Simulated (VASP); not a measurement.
# MgS: restarted molecular dynamics, 2 variants

MgS, Fm-3m (no. 225), 8 atoms in the cell. PBE, molecular dynamics; PAW potentials S, Mg (PBE set).

| Restart from | Temperature at the end (K) | The same without a restart (K) | Potential energy at the end (eV/atom) | The same without a restart (eV/atom) | Electronic steps in the first step after the restart | Time (s) |
|---|---|---|---|---|---|---|
| CONTCAR with velocities, WAVECAR read | 1105.0 | 1105.0 | -4.16310 | -4.16310 | 4 | 266 |
| CONTCAR with velocities, no WAVECAR | 1105.0 | 1105.0 | -4.16310 | -4.16310 | 12 | 258 |

Limits: 120 fs of 8 atoms are too short for converged averages; the cell is only 5.2 Å across, so each atom moves in step with near copies of itself.

## Input of the first row

INCAR.step1:
```
SYSTEM = MgS
GGA = PE
PREC = Normal
ENCUT = 260
EDIFF = 1E-6
NELMIN = 4
NELM = 60
ALGO = Normal
LREAL = Auto
LASPH = .True.
ISMEAR = 0
SIGMA = 0.05
ISYM = 0
LWAVE = .True.
LCHARG = .False.
IBRION = 0
NSW = 30
POTIM = 2.0
TEBEG = 1000
ISIF = 2
RANDOM_SEED = 564117 0 0
MDALGO = 4
NHC_NCHAINS = 3
NHC_PERIOD = 30
KPAR = 2
```

INCAR.step2, as INCAR.step1 but for:
```
- LWAVE = .True.
+ LWAVE = .False.
```

KPOINTS:
```
k-points
0
Monkhorst-Pack
  2 2 2
```

POSCAR.step1:
```
MgS
1.0
    5.2033000000      0.0000000000      0.0000000000
    0.0000000000      5.2033000000      0.0000000000
    0.0000000000      0.0000000000      5.2033000000
S Mg
4 4
Direct
    0.5000000000      0.0000000000      0.0000000000
    0.5000000000      0.5000000000      0.5000000000
    0.0000000000      0.0000000000      0.5000000000
    0.0000000000      0.5000000000      0.0000000000
    0.0000000000      0.0000000000      0.0000000000
    0.0000000000      0.5000000000      0.5000000000
    0.5000000000      0.0000000000      0.5000000000
    0.5000000000      0.5000000000      0.0000000000
```

Commands (each step's output is kept before the next begins):
```
cat potpaw_PBE.64/S/POTCAR potpaw_PBE.64/Mg/POTCAR > POTCAR
cp INCAR.step1 INCAR
cp POSCAR.step1 POSCAR
mpirun -np 2 vasp_std > vasp.out
cp CONTCAR POSCAR
cp INCAR.step2 INCAR
mpirun -np 2 vasp_std > vasp.out
```

Changes of the last row against the first:
```
(step 1)
- LWAVE = True
+ LWAVE = False
```

VASP 6.6.1 took 266 s on 2 cores (AMD EPYC 7R43 (Zen 3)), a shared host.
